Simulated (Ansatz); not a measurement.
BAs: electrons, doping and thermopower

Plane-wave DFT in Ansatz, PBE, scalar-relativistic PAW potentials, cutoff 420 eV, no spin-orbit coupling; no spin polarisation. BAs in space group F-43m. Boltzmann transport at 300 K in rigid bands with one relaxation time, bands interpolated from the k mesh 10×10×10; values are means over x, y, z.

| electrons (cm⁻³) | size of S (μV/K) | σ/τ (Ω⁻¹ m⁻¹ s⁻¹) |
| --- | --- | --- |
| 10^18 | 520.4 | 9.13e+16 |
| 10^19 | ? | 9.11e+17 |
| 10^20 | 143.7 | 8.92e+18 |
| 10^21 | 40.3 | 7.48e+19 |

**Question.** Take the lowest doping as non-degenerate: get the effective density of states and the masses, and predict the missing S.

**Answer.** For parabolic bands and one τ, |S| = (k_B/e)(5/2 − η) with k_B/e = 86.17 μV/K and n = N e^η. The first row gives η = -3.54, N = 3.44×10¹⁹ cm⁻³ and, from N = 2.509×10¹⁹ cm⁻³ × m_d^(3/2), a density-of-states mass of 1.24 mₑ (all valleys and bands together). σ/τ = ne²/m_c gives a conductivity mass of 0.31 mₑ; m_d is 4.0 times m_c, the sign of several valleys, several bands or anisotropy. A decade of doping costs (k_B/e) ln 10 = 198.4 μV/K, which predicts 322 μV/K; the run gave 324.0. There η is about -1.2, where Fermi statistics begin to count, but their first corrections to η and to the mean carrier energy nearly cancel, so the rule still holds. At 10^21 cm⁻³ the rule would give -75 μV/K against 40.3: the gas is degenerate there. Scattering that depends on energy changes the 5/2, and whether such doping can be reached wasn't computed.

Cost: about 3.9 core-minutes for the runs cited, on Intel Xeon Platinum 8259CL (Skylake/Cascade Lake) (shared hosts).

The thermopower falls with doping because the chemical potential rises towards and then into the conduction band, so each electron carries less energy relative to it. The gap between the two masses fits the known conduction band of BAs, with equivalent, elongated valleys along Γ–X. Their number and heavy longitudinal direction raise the density of states, while the light transverse directions keep the conductivity mass small. σ/τ grows slightly less than in proportion to the electron count, most clearly at 10^21 cm⁻³. Degeneracy alone would not cause this in parabolic bands, so it probably reflects non-parabolic dispersion as the valleys fill.

Of the dopings listed, 10^20 cm⁻³ gives the largest S²σ/τ, the usual compromise between thermopower and carrier number. This ranks the power factor only if the relaxation time stays the same across the series, whereas ionised dopants would normally shorten it. Nor does it make BAs a promising thermoelectric, since its very high lattice thermal conductivity works against a large figure of merit.
